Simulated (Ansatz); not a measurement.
Suppose ZnSe takes space group P-6m2 (No. 187), with Zn on 2i and 1d; Se on 2g and 1e.

Computed with DFT PBE, scalar-relativistic, plane waves, PAW in Ansatz. Cutoff 420 eV, Γ-centred mesh, Gaussian smearing, no spin polarisation.

Formation energies are uncorrected and refer to the elements' standard structures at the same level.

Question: Which cell and coordinates does it relax to?

Answer:

Space group P-6m2 (No. 187). a = 3.825 Å, b = 3.825 Å, c = 10.779 Å, α = 90.00°, β = 90.00°, γ = 120.00°
```csv
atom,site,symmetry,x,y,z
Zn,2i,3m.,0.6667,0.3333,0.2189
Zn,1d,-6m2,0.3333,0.6667,0.5000
Se,2g,3m.,0.0000,0.0000,0.3332
Se,1e,-6m2,0.6667,0.3333,0.0000
```

Around Zn on a site of symmetry 3m lie 1 Se at 2.36 Å and 3 Se at 2.53 Å; Zn on a site of symmetry -6m2 is surrounded by 6 Se at 2.85 Å; Se on a site of symmetry 3m has 3 Zn at 2.53 Å and 3 Zn at 2.85 Å; Se on a site of symmetry -6m2 has 2 Zn at 2.36 Å. Another local minimum with the same sites may exist.

Question: And its energy and gap?

Answer: The energy over the elements is −0.21 eV/atom. The gap on the 12×12×4 mesh of the 6-atom cell is 0 eV (a metal).

The last run used Gaussian smearing of 0.10 eV. The cell is a metal run without spin; a magnetic state may lie lower. The reference form of Se is held partly by dispersion forces, which this level lacks. A structure relaxed within its symmetry needn't be a true minimum. Another cell of ZnSe relaxed alike, in F-43m (a cell as deposited in COD), lies 0.50 eV/atom lower, so this cell isn't the stable form at this level.
